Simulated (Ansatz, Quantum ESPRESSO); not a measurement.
# Screening and band shifts of H-BN-H chair, 1 layer, part 2 of 6

Wanted: polarisability and gap of H-BN-H chair, 1 layer against a perpendicular field.

Quantum ESPRESSO 7.5; plane-wave DFT, vdW-DF-cx, GBRV ultrasoft pseudopotentials made under PBE; geometry and cross-check by Ansatz 0.2.0 with PAW datasets.

So far: Starting point; Relaxation with Ansatz.

### 3. SCF with pw.x: no field

The zero-field run is the reference. tefield and dipfield are on already, so that all runs share k-points and boundary.

Level of this step: plane-wave DFT, vdW-DF-cx, GBRV ultrasoft pseudopotentials made under PBE (Quantum ESPRESSO 7.5). input_dft overrides the functional of the files.

f0.in

```
&control
  prefix = 'f0'
  outdir = './out'
  pseudo_dir = './pseudo'
  calculation = 'scf'
  tprnfor = .true.
  tefield = .true.
  dipfield = .true.
/
&system
  ibrav = 0
  nat = 4
  ntyp = 3
  ecutwfc = 40
  ecutrho = 200
  input_dft = 'vdw-df-cx'
  occupations = 'smearing'
  smearing = 'fd'
  degauss = 0.004
  edir = 3
  emaxpos = 0.97
  eopreg = 0.04
  eamp = 0.0
/
&electrons
  conv_thr = 1e-09
  mixing_beta = 0.4
  electron_maxstep = 120
  mixing_mode = 'plain'
/
ATOMIC_SPECIES
  H   1.0080  h_pbe_v1.4.uspp.F.UPF
  N   14.0070  n_pbe_v1.2.uspp.F.UPF
  B   10.8100  b_pbe_v1.4.uspp.F.UPF
CELL_PARAMETERS angstrom
  2.59257515293350 0.00000000000000 0.00000000000000
  -1.29628757646675 2.24523594366074 0.00000000000000
  0.00000000000000 0.00000000000000 19.68666666670000
ATOMIC_POSITIONS crystal
  H   0.666666666667 0.333333333333 0.430616446185
  N   0.666666666667 0.333333333333 0.483166682768
  B   0.333333333333 0.666666666667 0.509373097598
  H   0.333333333333 0.666666666667 0.570240319349
K_POINTS automatic
  12 12 1 0 0 0
```

The run is started by

```bash
$ OMP_NUM_THREADS=1 mpirun -n 4 pw.x -nk 4 -in f0.in > f0.out
```

The log of the run:

```text
Program PWSCF v.7.5 starts
[citation notice left out]

     Parallel version (MPI & OpenMP), running on       4 processor cores
     Number of MPI processes:                 4
     Threads/MPI process:                     1

     MPI processes distributed on     1 nodes
[...]
Current dimensions of program PWSCF are:
     Max number of different atomic species (ntypx) = 10
     Max number of k-points (npk) =  40000
     Max angular momentum in pseudopotentials (lmaxx) =  4
     Presently no symmetry can be used with electric field

     IMPORTANT: XC functional enforced from input :
     Exchange-correlation= VDW-DF-CX
                           (   1   4  27   0   1   0   0)
     Any further DFT definition will be discarded
     Please, verify this is what you really want

     K-points division:     npool     =       4
     Subspace diagonalization in iterative solution of the eigenvalue problem:
     a serial algorithm will be used

     G-vector sticks info
     --------------------
     sticks:   dense  smooth     PW     G-vecs:    dense   smooth      PW
     Sum         337     253     91                36719    26249    5701

     Using Slab Decomposition

     bravais-lattice index     =            0
     lattice parameter (alat)  =       4.8993  a.u.
     unit-cell volume          =     773.3251 (a.u.)^3
     number of atoms/cell      =            4
     number of atomic types    =            3
     number of electrons       =        10.00
     number of Kohn-Sham states=            9
     kinetic-energy cutoff     =      40.0000  Ry
     charge density cutoff     =     200.0000  Ry
     scf convergence threshold =      1.0E-09
     mixing beta               =       0.4000
     number of iterations used =            8  plain     mixing
     Exchange-correlation= VDW-DF-CX
                           (   1   4  27   0   1   0   0)

     celldm(1)=   4.899257  celldm(2)=   0.000000  celldm(3)=   0.000000
     celldm(4)=   0.000000  celldm(5)=   0.000000  celldm(6)=   0.000000

     crystal axes: (cart. coord. in units of alat)
               a(1) = (   1.000000   0.000000   0.000000 )
               a(2) = (  -0.500000   0.866025   0.000000 )
               a(3) = (   0.000000   0.000000   7.593480 )

     reciprocal axes: (cart. coord. in units 2 pi/alat)
               b(1) = (  1.000000  0.577350 -0.000000 )
               b(2) = (  0.000000  1.154701  0.000000 )
               b(3) = (  0.000000 -0.000000  0.131692 )

     PseudoPot. # 1 for H  read from file:
     ./pseudo/h_pbe_v1.4.uspp.F.UPF
     Pseudo is Ultrasoft, Zval =  1.0
     Generated by new atomic code, or converted to UPF format
     Using radial grid of  615 points,  2 beta functions with:
                l(1) =   0
                l(2) =   0
     Q(r) pseudized with  8 coefficients,  rinner =    0.700

     PseudoPot. # 2 for N  read from file:
     ./pseudo/n_pbe_v1.2.uspp.F.UPF
     Pseudo is Ultrasoft + core correction, Zval =  5.0
     Generated by new atomic code, or converted to UPF format
     Using radial grid of  729 points,  4 beta functions with:
                l(1) =   0
                l(2) =   0
                l(3) =   1
                l(4) =   1
     Q(r) pseudized with  8 coefficients,  rinner =    0.900   0.900   0.900

     PseudoPot. # 3 for B  read from file:
     ./pseudo/b_pbe_v1.4.uspp.F.UPF
     Pseudo is Ultrasoft + core correction, Zval =  3.0
     Generated by new atomic code, or converted to UPF format
     Using radial grid of  781 points,  4 beta functions with:
                l(1) =   0
                l(2) =   0
                l(3) =   1
                l(4) =   1
     Q(r) pseudized with  8 coefficients,  rinner =    1.100   1.100   1.100

     atomic species   valence    mass     pseudopotential
     H                 1.00     1.00800     H ( 1.00)
     N                 5.00    14.00700     N ( 1.00)
     B                 3.00    10.81000     B ( 1.00)

     No symmetry found

   Cartesian axes

     site n.     atom                  positions (alat units)
         1        H      tau(   1) = (   0.5000000   0.2886751   3.2698772  )
         2        N      tau(   2) = (   0.5000000   0.2886751   3.6689164  )
         3        B      tau(   3) = (  -0.0000000   0.5773503   3.8679143  )
         4        H      tau(   4) = (  -0.0000000   0.5773503   4.3301083  )

     number of k points=    74  Fermi-Dirac smearing, width (Ry)=  0.0040
                       cart. coord. in units 2pi/alat
        k(    1) = (   0.0000000   0.0000000   0.0000000), wk =   0.0138889
        k(    2) = (   0.0000000   0.0962250   0.0000000), wk =   0.0277778
        k(    3) = (   0.0000000   0.1924501   0.0000000), wk =   0.0277778
        k(    4) = (   0.0000000   0.2886751   0.0000000), wk =   0.0277778
        k(    5) = (   0.0000000   0.3849002   0.0000000), wk =   0.0277778
        k(    6) = (   0.0000000   0.4811252   0.0000000), wk =   0.0277778
        k(    7) = (   0.0000000  -0.5773503   0.0000000), wk =   0.0138889
        k(    8) = (   0.0833333   0.0481125   0.0000000), wk =   0.0277778
        k(    9) = (   0.0833333   0.1443376   0.0000000), wk =   0.0277778
        k(   10) = (   0.0833333   0.2405626   0.0000000), wk =   0.0277778
[...]
k(   74) = (  -0.5000000  -0.8660254   0.0000000), wk =   0.0138889

     Dense  grid:    36719 G-vectors     FFT dimensions: (  24,  24, 180)

     Smooth grid:    26249 G-vectors     FFT dimensions: (  20,  20, 150)

     Estimated max dynamical RAM per process >      42.47 MB

     Estimated total dynamical RAM >     142.98 MB

     Initial potential from superposition of free atoms

     starting charge       9.9997, renormalised to      10.0000

     negative rho (up, down):  6.009E-05 0.000E+00

     %%%%%%%%%%%%%%%%%%%%%%%%%%%%%%%%%%%%%%%%%%%%%%%%%%%%%%%%%%%%%%%%%%%%%%%%
     %                                                                      %
     % You are using vdW-DF, which was implemented by the Thonhauser group. %
     % Please cite the following two papers that made this development      %
     % possible and the two reviews that describe the various versions:     %
     %                                                                      %
     %   T. Thonhauser et al., PRL 115, 136402 (2015).                      %
     %   T. Thonhauser et al., PRB 76, 125112 (2007).                       %
     %   K. Berland et al., Rep. Prog. Phys. 78, 066501 (2015).             %
[...]
per-process dynamical memory:    31.0 Mb

     Self-consistent Calculation

     iteration #  1     ecut=    40.00 Ry     beta= 0.40
     Davidson diagonalization with overlap
     ethr =  1.00E-02,  avg # of iterations =  4.4

     negative rho (up, down):  1.004E-04 0.000E+00

     Adding external electric field

     Computed dipole along edir(3) :
        Dipole               -0.3799 Ry au,         -0.9657 Debye
        Dipole field         -0.0062 Ry au,

        Potential amp.        0.4410 Ry
        Total length         35.7143 bohr

     total cpu time spent up to now is       16.2 secs

     total energy              =     -28.94604582 Ry
     estimated scf accuracy    <       0.47164747 Ry

     iteration #  2     ecut=    40.00 Ry     beta= 0.40
[...]
negative rho (up, down):  1.591E-04 0.000E+00

[...]
Dipole               -0.2133 Ry au,         -0.5423 Debye
[...]
total energy              =     -29.00694714 Ry
     estimated scf accuracy    <       0.06318086 Ry

     iteration #  3     ecut=    40.00 Ry     beta= 0.40
[...]
negative rho (up, down):  2.056E-04 0.000E+00

[...]
Dipole               -0.2818 Ry au,         -0.7163 Debye
[...]
total energy              =     -29.00896020 Ry
     estimated scf accuracy    <       0.01678967 Ry

     iteration #  4     ecut=    40.00 Ry     beta= 0.40
[...]
negative rho (up, down):  2.318E-04 0.000E+00

[...]
Dipole               -0.2641 Ry au,         -0.6712 Debye
[...]
total energy              =     -29.01017767 Ry
     estimated scf accuracy    <       0.00174513 Ry

     iteration #  5     ecut=    40.00 Ry     beta= 0.40
[...]
negative rho (up, down):  2.449E-04 0.000E+00

[...]
Dipole               -0.2666 Ry au,         -0.6775 Debye
[...]
total energy              =     -29.01037001 Ry
     estimated scf accuracy    <       0.00008285 Ry

     iteration #  6     ecut=    40.00 Ry     beta= 0.40
[...]
negative rho (up, down):  2.529E-04 0.000E+00

[...]
Dipole               -0.2650 Ry au,         -0.6735 Debye
[...]
total energy              =     -29.01038078 Ry
     estimated scf accuracy    <       0.00000656 Ry

     iteration #  7     ecut=    40.00 Ry     beta= 0.40
[...]
negative rho (up, down):  2.581E-04 0.000E+00

[...]
Dipole               -0.2653 Ry au,         -0.6743 Debye
[...]
total energy              =     -29.01038183 Ry
     estimated scf accuracy    <       0.00000081 Ry

     iteration #  8     ecut=    40.00 Ry     beta= 0.40
[...]
negative rho (up, down):  2.610E-04 0.000E+00

[...]
Dipole               -0.2653 Ry au,         -0.6744 Debye
[...]
total energy              =     -29.01038191 Ry
     estimated scf accuracy    <       0.00000011 Ry

     iteration #  9     ecut=    40.00 Ry     beta= 0.40
[...]
negative rho (up, down):  2.629E-04 0.000E+00

[...]
Dipole               -0.2654 Ry au,         -0.6745 Debye
[...]
total energy              =     -29.01038171 Ry
     estimated scf accuracy    <       0.00000008 Ry

     iteration # 10     ecut=    40.00 Ry     beta= 0.40
[...]
negative rho (up, down):  2.640E-04 0.000E+00

[...]
Dipole               -0.2654 Ry au,         -0.6745 Debye
[...]
total energy              =     -29.01038173 Ry
     estimated scf accuracy    <          1.4E-09 Ry

     iteration # 11     ecut=    40.00 Ry     beta= 0.40
[...]
negative rho (up, down):  2.647E-04 0.000E+00

[...]
Dipole               -0.2654 Ry au,         -0.6745 Debye
[...]
total energy              =     -29.01038169 Ry
     estimated scf accuracy    <          1.3E-09 Ry

     iteration # 12     ecut=    40.00 Ry     beta= 0.40
[...]
negative rho (up, down):  2.657E-04 0.000E+00

[...]
Dipole               -0.2654 Ry au,         -0.6745 Debye
[...]
End of self-consistent calculation

          k = 0.0000 0.0000 0.0000 (  3267 PWs)   bands (ev):

   -21.5760 -12.3141  -5.7839  -4.1463  -4.1463  -1.6335  -0.3439   1.2554
     2.7879

          k = 0.0000 0.0962 0.0000 (  3237 PWs)   bands (ev):

   -21.4495 -12.1937  -5.6985  -4.7571  -4.3532  -1.4551  -0.1498   1.4437
     2.9857

          k = 0.0000 0.1925 0.0000 (  3287 PWs)   bands (ev):

   -21.0795 -11.8489  -6.2898  -5.4008  -4.8651  -0.9282   0.4314   2.0045
     3.5692

          k = 0.0000 0.2887 0.0000 (  3279 PWs)   bands (ev):

   -20.5004 -11.3420  -8.0453  -5.4706  -5.0953  -0.0769   1.3961   2.9176
     4.4248

          k = 0.0000 0.3849 0.0000 (  3282 PWs)   bands (ev):

   -19.7931 -10.9112  -9.5595  -5.9987  -4.8534   1.0543   2.7324   4.0541
     4.8699

          k = 0.0000 0.4811 0.0000 (  3302 PWs)   bands (ev):

   -19.1364 -11.4288  -9.7929  -6.3485  -4.7826   2.3720   4.2038   4.7907
     5.9899

[...]
the Fermi energy is    -3.0466 ev

!    total energy              =     -29.01038166 Ry
     estimated scf accuracy    <          8.4E-11 Ry
     smearing contrib. (-TS)   =      -0.00000000 Ry
     internal energy E=F+TS    =     -29.01038166 Ry

     The total energy is F=E-TS. E is the sum of the following terms:
     one-electron contribution =    -281.35128729 Ry
     hartree contribution      =     142.67429573 Ry
     xc contribution           =      -9.87107108 Ry
     ewald contribution        =     119.53653673 Ry
     electric field correction =       0.00114426 Ry

     convergence has been achieved in  12 iterations

     negative rho (up, down):  2.657E-04 0.000E+00

     Forces acting on atoms (cartesian axes, Ry/au):

     atom    1 type  1   force =    -0.00000001   -0.00000001   -0.01770989
     atom    2 type  2   force =     0.00000001    0.00000002    0.01618600
     atom    3 type  3   force =     0.00000000   -0.00000000   -0.00293039
     atom    4 type  1   force =    -0.00000000   -0.00000000    0.00445428

     Total force =     0.024578     Total SCF correction =     0.000022

[...]
=------------------------------------------------------------------------------=
   JOB DONE.
=------------------------------------------------------------------------------=
[...]
[key lines of the parts left out:]
Dipole field         -0.0043 Ry au,
```

Run time: 26 s. Hardware: 4 MPI ranks of Arm Neoverse V1, shared host; peak memory 0.4 GiB.

Numbers from this step:

```
free energy                          : -394.7064 eV
Fermi energy                         : -3.047 eV
dipole along the normal              : -0.1404 e·Å
valence top, on the run's zero       : -4.146 eV
conduction bottom, on the run's zero : -1.633 eV
gap by band count                    : 2.513 eV
```

The program's own clock; routines nest. Time by routine:

```
   routine  wall time (s)  calls
     PWSCF          25.21      1
  v_of_rho          17.64     13
  init_run          15.24      1
   potinit          14.85      1
vdW_kernel          14.56      1
 electrons           9.56      1
   c_bands            5.6     12
   cegterg           4.81    228
     h_psi           3.77   1074
  vloc_psi           3.31   1074
      fftw            3.3  13782
       fft           1.31    878
  sum_band            0.9     12
    forces            0.3      1
```

The run needed 12 iterations to bring the estimated error under 1e-09 Ry; the largest force on any atom, held or free, is 0.46 eV/Å.

### 4. Potential by pp.x

The vacuum level is read from the electrostatic potential (plot_num = 11), averaged over planes.

f0.pot.in

```
&inputpp
  prefix = 'f0'
  outdir = './out'
  filplot = 'f0.pot.dat'
  plot_num = 11
/
```

The run is started by

```bash
$ OMP_NUM_THREADS=1 mpirun -n 4 pp.x -in f0.pot.in > f0.pot.out
```

The job ended after 15 s (4 MPI ranks; peak memory 0.18 GiB; 61 s of CPU time).

Numbers from this step:

* slope of the potential above: 1.03e-6 eV/Å
* upper vacuum line continued to the top atoms, over the valence top: 8.304 eV
* slope of the potential below: -2.79e-5 eV/Å
* lower vacuum line continued to the bottom atoms, over the valence top: 3.939 eV
* vacuum level at the upper face over the valence top of the mesh: 8.304 eV
* vacuum level at the lower face over the valence top of the mesh: 3.939 eV

The vacuum is flat to 0.1 meV/Å, so its level is well defined. Inside the slab the curve depends on the local part of the pseudopotentials; only the vacuum level has a meaning of its own.

[end of part 2 of 6]

[Logs are printed without paths, hosts, clocks, repeated set-up lines and the standing remarks that a program may print on its own settings, such as how far it seeks lower states.]

[Hosts, paths, dates, database ids (printed as entryN), source tags and the programs' standing remarks are cut or masked in the printed files.]

[Maps of the electrostatic potential energy from Ansatz leave out the sawtooth potential of an applied field or a dipole correction, so their vacuum need not be flat; planar profiles and work functions include it.]
